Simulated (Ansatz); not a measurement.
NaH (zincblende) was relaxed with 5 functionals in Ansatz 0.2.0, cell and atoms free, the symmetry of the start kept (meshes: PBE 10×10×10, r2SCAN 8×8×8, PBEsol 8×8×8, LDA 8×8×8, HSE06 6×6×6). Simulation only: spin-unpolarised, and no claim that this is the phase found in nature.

The PBEsol result:
```
Na H
1.0
     0.00000    2.58839    2.58839
     2.58839    0.00000    2.58839
     2.58839    2.58839    0.00000
Na H
1 1
Direct
  0.00000 0.00000 0.00000
  0.25000 0.25000 0.25000
```

Space group F-43m (No. 216), cubic; a = 5.177 Å in the conventional setting, 17.34 Å³ an atom. Na is surrounded by 4 H at 2.24 Å; H is surrounded by 4 Na at 2.24 Å.

Question: How does the cell change with LDA?

Answer: a = 5.068 Å; the volume differs by -6.2 % from PBEsol's. Around Na lie 4 H at 2.19 Å; around H lie 4 Na at 2.19 Å.

Question: What lattice does r2SCAN give?

Answer: a = 5.194 Å; the volume differs by +1.0 % from PBEsol's. Na has 4 H at 2.25 Å; H has 4 Na at 2.25 Å.

Question: Held at the r2SCAN cell, what mean stress do LDA and PBE find, and does its sign point to their own minimum?

Answer: Yes. LDA -1.27 GPa, and its relaxed volume is -7.1 % from r2SCAN's; PBE +0.25 GPa, and its relaxed volume is +1.5 % from r2SCAN's. Compression counts positive, so a positive stress asks for a larger cell.
